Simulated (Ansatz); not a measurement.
# BN: an axial (c/a) deformation path

One table from this session's results is given with a row withheld; the runs are named, their logs left out.

Method: DFT PBE+D3(BJ), scalar-relativistic, plane waves, PAW, in Ansatz 0.2.0.

**Starting point**

Symmetry: P-6m2, No. 187, hexagonal system. The conventional cell has a = 2.510 Å, b = 2.510 Å, c = 6.690 Å, α = 90.00°, β = 90.00°, γ = 120.00°. Around B (site symmetry -6m2) lie 3 N at 1.45 Å. N (site symmetry -6m2) has 3 B at 1.45 Å as nearest neighbours.

Coordinates:

```xyz
4
Lattice="2.5100 0.0000 0.0000 -1.2550 2.1737 0.0000 0.0000 0.0000 6.6900" Properties=species:S:1:pos:R:3 pbc="T T T"
B     0.0000    0.0000    3.3450
B     0.0000    1.4491    0.0000
N     0.0000    0.0000    0.0000
N     1.2550    0.7246    3.3450
```

No relaxation comes first: the listed cell is the starting point.

The first run:

At fixed volume and fractional coordinates, lengths along (0.000, 0.000, 1.000) are scaled against those across it; ρ is that ratio over its starting value.

The input, input.yaml:

```yaml
crystal:
  lattice:
    - [2.6497229315, 0.0, 0.0]
    - [-1.3248614658, 2.2947273717, 0.0]
    - [0.0, 0.0, 6.0030514872]
  atoms:
    - { symbol: B, position: [0.0, 0.0, 0.5] }
    - { symbol: B, position: [0.3333333333, 0.6666666667, 0.0] }
    - { symbol: "N", position: [0.0, 0.0, 0.0] }
    - { symbol: "N", position: [0.6666666667, 0.3333333333, 0.5] }
basis:
  ecutwfc: 420
kpoints:
  mp_grid: { grid: [12, 12, 4] }
hamiltonian:
  xc: pbe
  dispersion: d3bj
scf:
  occupations: { method: gaussian, width: 0.05 }
output:
  forces: true
  stress: true
  eigenvalues: true
```

Among the steps run: ρ = 0.850; Point ρ = 1.200; At ρ = 0.920; Point ρ = 1.100; ρ = 0.960; At ρ = 1.050; ρ = 0.800; Point ρ = 1.300.

One of the session's tables, all rows but one given; the rest of the session is left out.

It belongs to the step «The scan collected». The scan, with free energies counted from the undisturbed cell:

| ρ | ΔE (meV/atom) | pressure (GPa) | gap on the mesh (eV) |
| --- | --- | --- | --- |
| 0.800 | 332.2 | -42.2 | 3.38 |
| 0.850 | 182.6 | -33.1 | 3.71 |
| 0.920 | 51.5 | -18.9 | 4.10 |
| 0.960 | 13.5 | -10.3 | 4.26 |
| 1.000 | 0.0 | -1.2 | 4.36 |
| 1.050 | ? | ? | ? |
| 1.100 | 62.8 | 22.8 | 4.62 |
| 1.200 | 248.8 | 49.1 | 4.46 |
| 1.300 | 540.2 | 74.2 | 4.14 |

**Question.** Estimate the row for ρ = 1.050.

Worked estimate for «ΔE (meV/atom)». A straight line through the neighbours (1.000, 0.0) and (1.100, 62.8) gives 0.0 + (62.8 − 0.0) × (1.050 − 1.000) / (1.100 − 1.000) = 31.4; a parabola fitted to 4 rows on both sides gives 15.9.

The run gave: ΔE (meV/atom): 15.0; pressure (GPa): 10.6; gap on the mesh (eV): 4.49. In «ΔE (meV/atom)» the line misses by +16.4 and the parabola by +0.9.
